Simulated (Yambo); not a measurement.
# InP (F-43m) in Yambo: notebook, part 2 of 3

Yambo 5.3.0. Earlier steps stand in the parts before.

## Step 4: G0W0 quasiparticle levels, PBEsol, non-collinear spin, zero start, spin-orbit coupling

Input file g0w06.in:

```
gw0
dyson
el_el_corr
rim_cut
HF_and_locXC
ppa
em1d
RandQpts= 1000000
RandGvec= 50 RL
EXXRLvcs= 42 Ry
VXCRLvcs= 42 Ry
Chimod= "HARTREE"
% BndsRnXp
 1 | 178 |
%
NGsBlkXp= 3 Ry
% LongDrXp
 1 | 1 | 1 |
%
XTermKind= "BG"
PPAPntXp= 27.21138 eV
% GbndRnge
 1 | 178 |
%
GTermKind= "none"
DysSolver= "n"
ExtendOut
% QPkrange
 1 | 1 | 13 | 22 |
%
```

Input file scf.in:

```
&CONTROL
  calculation = 'scf'
  prefix = 'pwscf'
  outdir = './tmp'
  pseudo_dir = './pseudo'
/
&SYSTEM
  ibrav = 0
  A = 4.14435284
  nat = 2
  ntyp = 2
  ecutwfc = 42
  nbnd = 30
  occupations = 'smearing'
  smearing = 'fd'
  degauss = 0.00367493
  noncolin = .true.
  lspinorb = .true.
  force_symmorphic = .true.
/
&ELECTRONS
  conv_thr = 4d-10
  electron_maxstep = 120
  mixing_beta = 0.5
/
ATOMIC_SPECIES
In   114.8180 In.upf
P     30.9738 P.upf
CELL_PARAMETERS alat
   0.0000000000    0.7071067820    0.7071067820
   0.7071067820    0.0000000000    0.7071067820
   0.7071067820    0.7071067820    0.0000000000
ATOMIC_POSITIONS alat
In     0.0000000000    0.0000000000    0.0000000000
P      1.0606601729    1.0606601729    1.0606601729
K_POINTS automatic
8 8 8 0 0 0
```

Input file nscf.in:

```
&CONTROL
  calculation = 'nscf'
  prefix = 'pwscf'
  outdir = './tmp'
  pseudo_dir = './pseudo'
/
&SYSTEM
  ibrav = 0
  A = 4.14435284
  nat = 2
  ntyp = 2
  ecutwfc = 42
  nbnd = 178
  occupations = 'fixed'
  noncolin = .true.
  lspinorb = .true.
  force_symmorphic = .true.
/
&ELECTRONS
  conv_thr = 1d-08
  diago_full_acc = .true.
  diago_thr_init = 1d-06
/
ATOMIC_SPECIES
In   114.8180 In.upf
P     30.9738 P.upf
CELL_PARAMETERS alat
   0.0000000000    0.7071067820    0.7071067820
   0.7071067820    0.0000000000    0.7071067820
   0.7071067820    0.7071067820    0.0000000000
ATOMIC_POSITIONS alat
In     0.0000000000    0.0000000000    0.0000000000
P      1.0606601729    1.0606601729    1.0606601729
K_POINTS automatic
2 2 2 0 0 0
```

Potentials or basis: PseudoDojo 0.4 FR PBEsol standard.

Run with:

```
$ OMP_NUM_THREADS=1 pw.x -in scf.in > scf.out
$ OMP_NUM_THREADS=1 pw.x -in nscf.in > nscf.out
$ cd tmp/pwscf.save; p2y; mv SAVE ../..; cd ../..
$ OMP_NUM_THREADS=1 yambo
$ mkdir -p g0w06; ln -s $PWD/g0w00/ndb.RIM g0w06/
$ OMP_NUM_THREADS=1 yambo -F g0w06.in -J g0w06 -C g0w06_out
```

Yambo's report:

```text
[... sections 02.01 to 02.04 as in the set-up run ...]

[... 5 lines left out ...]
  [X] Bosonic    Temperature                        :  0.000000  0.000000 [eV K]
  [X] Finite Temperature mode                       : no
  [X] El. density                                   :  0.35762E+24 [cm-3]
  [X] Fermi Level                                   :  7.106505 [eV]

  [X] === Gaps and Widths ===
  [X] Conduction Band Min                           :  0.556036 [eV]
  [X] Valence Band Max                              :  0.000000 [eV]
  [X] Filled Bands                                  :  18
  [X] Empty Bands                                   :   19  178
  [X] Direct Gap                                    :  0.556036 [eV]
  [X] Direct Gap localized at k                     :  1
  [X] Indirect Gap                                  :  0.556036 [eV]
  [X] Indirect Gap between kpts                     :  1  1
  [X] Last valence band width                       :  2.355227 [eV]
  [X] 1st conduction band width                     :  1.036781 [eV]

 [03] Transferred momenta grid and indexing
 ==========================================

 IBZ Q-points                                      :  3
 BZ  Q-points                                      :   8

 K/Q-points units:
 rlu = crystal or reduced units; cc = cartesian coordinates; iku = interal k-units

 Q [1]          [rlu]:  0.000000  0.000000  0.000000
 Q [2]          [rlu]:  0.65076E-16  0.37321E-16 -0.50000
[... 164 lines left out ...]
   B=21 Eo=  3.65 E=  3.60 E-Eo= -0.04 Re(Z)=0.82 Im(Z)=-0.108437E-2 nlXC= -6.13766 lXC= -10.3361 So= -4.25006
   B=22 Eo=  3.65 E=  3.60 E-Eo= -0.04 Re(Z)=0.82 Im(Z)=-0.108438E-2 nlXC= -6.13766 lXC= -10.3361 So= -4.25008

  [WR./g0w06//ndb.QP]-------------------------------------------------------------
   Lattice constants                                :  5.537842  5.537842  5.537842
   Coulomb cutoff potential                         : none
   Electronic Temperature                           :  0.000000 [K]
   Bosonic    Temperature                           :  0.000000 [K]
   Green`s function   energies                      : Perdew, Burke & Ernzerhof SOL(X)+Perdew, Burke & Ernzerhof SOL(C)
   wavefunctions                                    : Perdew, Burke & Ernzerhof SOL(X)+Perdew, Burke & Ernzerhof SOL(C)
   PPA    diel. fun.  energies                      : Perdew, Burke & Ernzerhof SOL(X)+Perdew, Burke & Ernzerhof SOL(C)
   wavefunctions                                    : Perdew, Burke & Ernzerhof SOL(X)+Perdew, Burke & Ernzerhof SOL(C)
   QP tot states                                    :  10
   GW solver                                        : Newton
   GW approximation                                 : PPA
   PPA imaginary Energy                             :  27.21138 ev
   RIM G`s                                          :   51
   RIM random pts                                   :  1000000
   dS/dw steps                                      :  2
   dS/dw step                                       :  0.100000 ev
   X G`s                                            :   51 used
   X G`s                                            :   51 disk
   X bands                                          :    1  178
   X poles                                          :  100.0000 o/o
   X e/h E range                                    : -1.000000 -1.000000 ev
   X Hxc Kernel                                     : HARTREE
   X BZ energy Double Grid                          : no
   X Optical Averaged directions                    : none
   Sc/G bands                                       :    1  178
   Sc/G damping                                     :  0.100000 ev
   Sc bands terminator                              : no
   Sx RL components                                 :  1591

   QP @ state[ 1 ] K range                          :  1  1
   QP @ state[ 1 ] b range                          :  13  22
   GF energies kind                                 : Perdew, Burke & Ernzerhof SOL(X)+Perdew, Burke & Ernzerhof SOL(C)
   GF WF`s kind                                     : Perdew, Burke & Ernzerhof SOL(X)+Perdew, Burke & Ernzerhof SOL(C)
   Xs energies kind                                 : Perdew, Burke & Ernzerhof SOL(X)+Perdew, Burke & Ernzerhof SOL(C)
   Xs WF`s kind                                     : Perdew, Burke & Ernzerhof SOL(X)+Perdew, Burke & Ernzerhof SOL(C)
```

o-g0w06.qp:

```text
# GW solver                                       : Newton
# GW approximation                                : PPA
# PPA imaginary Energy                            :   27.2113800    [ev]
[... 37 lines left out ...]
        1                  21                 3.646766           3.604424          -0.042342          -10.33607          -6.137665          -4.250064          -4.240750          -5.998168           0.819383          -0.001084          -12.39199           53.11591
        1                  22                 3.646766           3.604413          -0.042353          -10.33607          -6.137664          -4.250078          -4.240762          -5.998182           0.819382          -0.001084          -12.39203           53.11576
#
```

It took 82 s on 1 thread of Arm Neoverse V2, shared host; peak memory 0.34 GiB.

Results:

```
Band gap on the k mesh, mean-field level          : 0.56 eV, direct
Quasiparticle gap                                 : 0.91 eV
Least direct quasiparticle gap                    : 0.91 eV
Quasiparticle gap at Γ                            : 0.91 eV
Band gap of the same states before the correction : 0.56 eV
```

Quasiparticle terms (eV):
| k point | band | Kohn-Sham level | Vxc | Σx | Σc | Z | result |
| --- | --- | --- | --- | --- | --- | --- | --- |
| (0.000, 0.000, 0.000) | 13 | -0.10 | -12.64 | -15.06 | 2.22 | 0.80 | -0.27 |
| (0.000, 0.000, 0.000) | 14 | -0.10 | -12.64 | -15.06 | 2.22 | 0.80 | -0.27 |
| (0.000, 0.000, 0.000) | 15 | 0.00 | -12.57 | -14.94 | 2.17 | 0.80 | -0.16 |
| (0.000, 0.000, 0.000) | 16 | 0.00 | -12.57 | -14.94 | 2.17 | 0.80 | -0.16 |
| (0.000, 0.000, 0.000) | 17 | 0.00 | -12.57 | -14.94 | 2.17 | 0.81 | -0.16 |
| (0.000, 0.000, 0.000) | 18 | 0.00 | -12.57 | -14.94 | 2.17 | 0.81 | -0.16 |
| (0.000, 0.000, 0.000) | 19 | 0.56 | -11.26 | -6.63 | -4.39 | 0.81 | 0.75 |
| (0.000, 0.000, 0.000) | 20 | 0.56 | -11.26 | -6.63 | -4.39 | 0.81 | 0.75 |
| (0.000, 0.000, 0.000) | 21 | 3.65 | -10.34 | -6.14 | -4.25 | 0.82 | 3.60 |
| (0.000, 0.000, 0.000) | 22 | 3.65 | -10.34 | -6.14 | -4.25 | 0.82 | 3.60 |

Caveat: the k mesh is coarse (spacing up to 0.93 Å⁻¹), so the values aren't converged; the potentials hold a filled d shell without the s and p states of that shell, which can shift GW gaps by tenths of an eV, either way; the screening block or the number of bands is too small for a converged GW gap; the optical matrix elements of this version leave out the spin-flip part of the nonlocal potential, a small error; this version prints the column dSc/dw multiplied by 27.2; this version's terminator of the screening is incomplete at q = 0. A k mesh can miss the band edges.

## Step 5: Optical spectrum, PBE

Input file optics0.in:

```
optics
chi
Chimod= "IP"
% BndsRnXd
 1 | 34 |
%
% LongDrXd
 0 | 1 | 0 |
%
% QpntsRXd
 1 | 1 |
%
% EnRngeXd
 0 | 20 | eV
%
% DmRngeXd
 0.1 | 0.1 | eV
%
ETStpsXd= 150
```

Input file scf.in:

```
&CONTROL
  calculation = 'scf'
  prefix = 'pwscf'
  outdir = './tmp'
  pseudo_dir = './pseudo'
/
&SYSTEM
  ibrav = 0
  nat = 2
  ntyp = 2
  ecutwfc = 70
  nbnd = 15
  occupations = 'smearing'
  smearing = 'fd'
  degauss = 0.00367493
  force_symmorphic = .true.
/
&ELECTRONS
  conv_thr = 4d-10
  electron_maxstep = 120
  mixing_beta = 0.5
/
ATOMIC_SPECIES
In   114.8180 In.upf
P     30.9738 P.upf
CELL_PARAMETERS angstrom
   0.0000000000    2.9305000000    2.9305000000
   2.9305000000    0.0000000000    2.9305000000
   2.9305000000    2.9305000000    0.0000000000
ATOMIC_POSITIONS crystal
In     0.0000000000    0.0000000000    0.0000000000
P      0.7500000000    0.7500000000    0.7500000000
K_POINTS automatic
18 18 18 0 0 0
```

Input file nscf.in:

```
&CONTROL
  calculation = 'nscf'
  prefix = 'pwscf'
  outdir = './tmp'
  pseudo_dir = './pseudo'
/
&SYSTEM
  ibrav = 0
  nat = 2
  ntyp = 2
  ecutwfc = 70
  nbnd = 34
  occupations = 'fixed'
  force_symmorphic = .true.
/
&ELECTRONS
  conv_thr = 1d-08
  diago_full_acc = .true.
  diago_thr_init = 1d-06
/
ATOMIC_SPECIES
In   114.8180 In.upf
P     30.9738 P.upf
CELL_PARAMETERS angstrom
   0.0000000000    2.9305000000    2.9305000000
   2.9305000000    0.0000000000    2.9305000000
   2.9305000000    2.9305000000    0.0000000000
ATOMIC_POSITIONS crystal
In     0.0000000000    0.0000000000    0.0000000000
P      0.7500000000    0.7500000000    0.7500000000
K_POINTS automatic
18 18 18 0 0 0
```

Potentials or basis: PseudoDojo 0.4.1 SR PBE standard.

Run with:

```
$ OMP_NUM_THREADS=1 pw.x -in scf.in > scf.out
$ OMP_NUM_THREADS=1 pw.x -in nscf.in > nscf.out
$ cd tmp/pwscf.save; p2y; mv SAVE ../..; cd ../..
$ OMP_NUM_THREADS=1 yambo
$ OMP_NUM_THREADS=1 yambo -F optics0.in -J optics0 -C optics0_out
```

Yambo's report:

```text
[... sections 02.01 to 02.04 as in the set-up run ...]

[... 5 lines left out ...]
  [X] Bosonic    Temperature                        :  0.000000  0.000000 [eV K]
  [X] Finite Temperature mode                       : no
  [X] El. density                                   :  0.35762E+24 [cm-3]
  [X] Fermi Level                                   :  7.140166 [eV]

  [X] === Gaps and Widths ===
  [X] Conduction Band Min                           :  0.711931 [eV]
  [X] Valence Band Max                              :  0.000000 [eV]
  [X] Filled Bands                                  :   9
  [X] Empty Bands                                   :   10   34
  [X] Direct Gap                                    :  0.711931 [eV]
  [X] Direct Gap localized at k                     :  1
  [X] Indirect Gap                                  :  0.711931 [eV]
  [X] Indirect Gap between kpts                     :  1  1
  [X] Last valence band width                       :  2.892696 [eV]
  [X] 1st conduction band width                     :  3.413877 [eV]

 [03] Transferred momenta grid and indexing
 ==========================================

 IBZ Q-points                                      :  195
 BZ  Q-points                                      :   5832

 K/Q-points units:
 rlu = crystal or reduced units; cc = cartesian coordinates; iku = interal k-units

 Q [  1]        [rlu]:  0.000000  0.000000  0.000000
 Q [  2]        [rlu]: -0.12990E-17 -0.12990E-17  0.55556E-01
 Q [  3]        [rlu]: -0.95173E-18 -0.95173E-18  0.11111
 Q [  4]        [rlu]: -0.14276E-17 -0.14276E-17  0.16667
 Q [  5]        [rlu]: -0.51960E-17 -0.51960E-17  0.22222
 Q [  6]        [rlu]:  0.54778E-16  0.27023E-16  0.27778
[... 42 lines left out ...]
 Q [ 49]        [rlu]:  0.83704E-16  0.16667      0.50000
 Q [ 50]        [rlu]:  0.29574E-18  0.16667     -0.44444

 Remaining 145 points informations can be written running with -fatlog

 [04] Dipoles
 ============

  [04.01] Setup: observables and procedures
  =========================================

  [WF-Oscillators/G space/Transverse up loader] Normalization (few states)  min/max  :  0.000000  1.000000

  [WR./optics0//ndb.dipoles]------------------------------------------------------
   Brillouin Zone Q/K grids (IBZ/BZ)                :    195   5832    195   5832
   RL vectors                                       :   4279 [WF]
   Fragmentation                                    : yes
   Electronic Temperature                           :  0.000000 [K]
   Bosonic    Temperature                           :  0.000000 [K]
   DIP band range                                   :    1   34
   DIP band range limits                            :   9  10
   DIP e/h energy range                             : -1.000000 -1.000000 [eV]
   RL vectors in the sum                            :   4279
   [r,Vnl] included                                 : yes
   Bands ordered                                    : yes
   Direct v evaluation                              : no
   Approach used                                    : G-space v
   Dipoles computed                                 : R V P [G-space]
   Wavefunctions                                    : Perdew, Burke & Ernzerhof(X)+Perdew, Burke & Ernzerhof(C)

  [WARNING] [r,Vnl^pseudo] included in position and velocity dipoles.

  [WARNING] In case H contains other non local terms, these are neglected

 [05] Optics
 ===========

 [X-CG] R(p) Tot o/o(of R):    31394  1312200      100
```

r_setup:

```text
[02] CORE Variables Setup
 =========================

  [02.01] Unit cells
  ==================

  Cell kind             :  FCC
  Atoms in the cell     :  In  P
  number of In atoms    :  1
  number of P  atoms    :  1

[... 713 lines left out ...]
  [03.01] X indexes
  =================

   [03.01.01] Sigma indexes
   ========================

   [WR./SAVE//ndb.kindx]-----------------------------------------------------------
    Fragmentation                                    : no
    Polarization last K ( bz)                        :   5832
    Polarization last K (ibz)                        :  195
    QP states                                        :    1  195
    X grid is uniform                                : yes
    Grids (string)                                   :  X S
    Grids (int-vector)                               :  1  0  0  1
```

o-optics0.eps_q1_ip:

```text
# Absorption @ Q(1):   0.00000000      1.00000000      0.00000000    [q->0 direction]
#
# [ X ] Hartree size                              :  1
# [GEN] GF Energies                               : Perdew, Burke & Ernzerhof(X)+Perdew, Burke & Ernzerhof(C)
# [GEN] Green`s Function                          : T-ordered
#
# [GEN] Gauge                                     : Length
# [GEN] [r,Vnl] included                          : yes
#
#    E[1] [eV]          Im(eps)            Re(eps)
#
        0.000000           0.342363           11.45761
        0.134228           0.349960           11.48801
        0.268456           0.376843           11.58433
        0.402685           0.442716           11.76556
        0.536913           0.636366           12.06965
        0.671141           1.354201           12.20685
[... 142 lines left out ...]
        19.86577           0.480623           0.439142
        20.00000           0.434514           0.400761
#
```

It took 7.7 min on 1 thread of Arm Neoverse V1, shared host; peak memory 0.43 GiB.

Results:

| Item | Value |
| --- | --- |
| Band gap on the k mesh, mean-field level | 0.71 eV, direct |
| Absorption peak | 4.30 eV |
| Electronic dielectric constant along the field | 11.46 |

Dielectric function (along the field direction of the input):
```tsv
energy (eV)	real part	imaginary part
0.27	11.58	0.38
0.67	12.21	1.35
1.21	11.95	2.30
1.74	13.58	3.01
2.28	16.23	7.00
2.68	12.96	11.00
3.22	8.80	8.49
3.76	12.78	11.34
4.30	3.68	25.59
4.70	-5.23	13.17
5.23	-2.96	11.02
5.77	-4.77	8.99
6.31	-5.26	6.57
6.85	-4.06	4.42
7.25	-3.59	3.59
7.79	-2.91	2.88
8.32	-2.38	2.41
8.86	-2.30	1.79
9.26	-1.62	1.33
9.80	-1.61	1.33
10.34	-1.36	0.96
10.87	-1.07	0.70
11.28	-0.84	0.68
11.81	-0.64	0.53
12.35	-0.41	0.49
12.89	-0.29	0.45
13.42	-0.25	0.33
13.83	-0.11	0.27
14.36	0.08	0.26
14.90	0.17	0.22
15.44	0.33	0.19
15.84	0.42	0.24
16.38	0.51	0.34
16.91	0.47	0.42
17.45	0.49	0.34
17.85	0.58	0.30
18.39	0.71	0.46
18.93	0.56	0.49
19.46	0.56	0.54
20.00	0.40	0.43
```

Caveat: independent-particle spectra lack excitons; spin-orbit coupling is left out, which moves the levels of the heavy elements.

(Continued in part 3 of 3.)
